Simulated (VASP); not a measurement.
# Settings for CuI: self-consistent run

CuI, P4/nmm (no. 129), 4 atoms in the cell. PBE with D2; PAW potentials I, Cu (PBE set). VASP 6.6.1.

Wanted: energy within 2 meV/atom; pressure within 0.1 GPa.

POSCAR:
```
CuI
1.0
    4.0901961900      0.0000000000      0.0000000000
    0.0000000000      4.0901961900      0.0000000000
    0.0000000000      0.0000000000      6.5514580400
I Cu
2 2
Direct
    0.0000000000      0.5000000000      0.7430343600
    0.5000000000      0.0000000000      0.2569656400
    0.0000000000      0.0000000000      0.0000000000
    0.5000000000      0.5000000000      0.0000000000
```

## Inputs of the D2 term

| Inputs of the D2 term | Energy less reference (meV/atom) | Pressure (GPa) | SCF iterations | Time (s) |
|---|---|---|---|---|
| default | 0.0 | -0.38 | 17 | 36 |
| VDW_RADIUS = 15 | 3.3 | -0.35 | 17 | 43 |
| VDW_RADIUS = 25 | 0.7 | -0.38 | 17 | 44 |
| VDW_RADIUS = 80 | -0.1 | -0.38 | 17 | 45 |
| VDW_S6 = 0.6 | 56.1 | -0.02 | 17 | 45 |
| VDW_D = 15.0 | -18.8 | -0.30 | 17 | 48 |
| VDW_D = 30.0 | 12.6 | -0.68 | 17 | 52 |
| VDW_C6 = 31.500 10.800, VDW_R0 = 1.892 1.562 | 0.0 | -0.38 | 17 | 44 |
| VDW_C6 = 37.800 12.960, VDW_R0 = 1.892 1.562 | -56.1 | -0.75 | 17 | 39 |
| VDW_C6 = 25.200 8.640, VDW_R0 = 1.892 1.562 | 56.1 | -0.02 | 17 | 40 |

Chosen: default; no other choice that stays within half of the tolerance saves 30 % of the time.

## The input

INCAR:
```
PREC = Accurate
ENCUT = 520
EDIFF = 1E-7
ISMEAR = 0
SIGMA = 0.02
LREAL = F
LASPH = T
ALGO = Normal
NELM = 100
ISIF = 2
LWAVE = F
LCHARG = F
IVDW = 1
```

KPOINTS:
```
k-points
0
Gamma
  5 5 3
```

Commands:
```
cat potpaw_PBE.64/I/POTCAR potpaw_PBE.64/Cu/POTCAR > POTCAR
mpirun -np 1 vasp_std > vasp.out
```

The chosen input took VASP 6.6.1 36 s on 1 core (Intel Xeon Platinum 8259CL @ 2.50GHz (Skylake/Cascade Lake)), a shared host.
